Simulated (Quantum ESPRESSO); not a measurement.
Zn under changes of volume

One of the cells (15.451 Å³/atom); the others are scaled copies at fixed shape and fractional positions:

```
CELL_PARAMETERS angstrom
-1.56904 1.56904 1.56904
1.56904 -1.56904 1.56904
1.56904 1.56904 -1.56904
ATOMIC_POSITIONS crystal
Zn 0.00000 0.00000 0.00000
```

This isn't the form of Zn at room conditions, which is hcp.

* Program: Quantum ESPRESSO 7.5
* Functional: LDA
* Potentials or basis: GBRV 1.5 LDA
* Cutoff: 762 eV
* Density cutoff: 6095 eV
* k mesh: 12 × 12 × 12
* Occupations: fermi-dirac, width 0.05 eV
* Spin: no spin polarisation

| volume (Å³/atom) | energy over the lowest point (meV/atom) | pressure (GPa) |
| --- | --- | --- |
| 14.524 | 0.00 | -5.0 |
| 14.833 | ? | ? |
| 15.142 | 23.08 | -7.4 |
| 15.451 | 37.84 | -8.3 |
| 15.760 | 54.30 | -9.1 |
| 16.069 | 72.26 | -9.8 |
| 16.378 | 91.47 | -10.4 |

Problem. What does the run at 14.833 Å³/atom give?

Solution. Energy over the lowest point 10.44 meV/atom; pressure -6.2 GPa.

Worked out: A Birch-Murnaghan fit of order 3 (a polynomial in V^(-2/3)) to the other rows has no minimum within the range. It gives 10.36 meV/atom at 14.833 Å³/atom, against the run's 10.44, and -dE/dV = -6.0 GPa, against -6.2.

Energies are extrapolated to zero smearing.
